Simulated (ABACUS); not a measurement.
Crystal: NaF (Villiaumite).

```xyz
2
Lattice="0.0000 2.3200 2.3200 2.3200 0.0000 2.3200 2.3200 2.3200 0.0000" Properties=species:S:1:pos:R:3 pbc="T T T"
Na    0.0000    0.0000    0.0000
F     2.3200    2.3200    2.3200
```

```yaml
Program: ABACUS 3.10.1
Task: single point
Functional: PBE
Potentials_or_basis: PseudoDojo NC SR 0.4.1 PBE standard
Cutoff: 1361 eV
Density_cutoff: 5442 eV
Basis: DZP LCAO (the cutoffs set its grid)
k_mesh: 10 × 10 × 10
Occupations: fermi-dirac, width 0.05 eV
Spin: no spin polarisation
```

On this cell: pressure 1.9 GPa; largest force zero by symmetry; band gap on the k mesh 6.27 eV, direct.

The same run follows on a disturbed copy (atoms moved at random, drawn with an rms of 0.05 Å):

```
Na F
1.0
     0.00000    2.32000    2.32000
     2.32000    0.00000    2.32000
     2.32000    2.32000    0.00000
Na F
1 1
Direct
  0.99536 0.00740 0.00911
  0.49935 0.50326 0.48739
```

**Question.** What changes?

**Answer.** The energy moves by +3.3 meV/atom; pressure 2.1 GPa; largest force 0.176 eV/Å; band gap on the k mesh 6.27 eV, direct.

Forces on the atoms (eV/Å):
```
Na  -0.147 -0.098 -0.001
F    0.147  0.098  0.001
```

Stress tensor (GPa, compression positive):
```
 2.30 -0.07  0.00
-0.07  2.08  0.00
 0.00  0.00  1.88
```

Caveats: the atomic orbitals were generated for these runs and aren't a published set; the basis of atomic orbitals isn't converged, which shifts pressures, moduli and gaps.

A k mesh can miss the band edges.
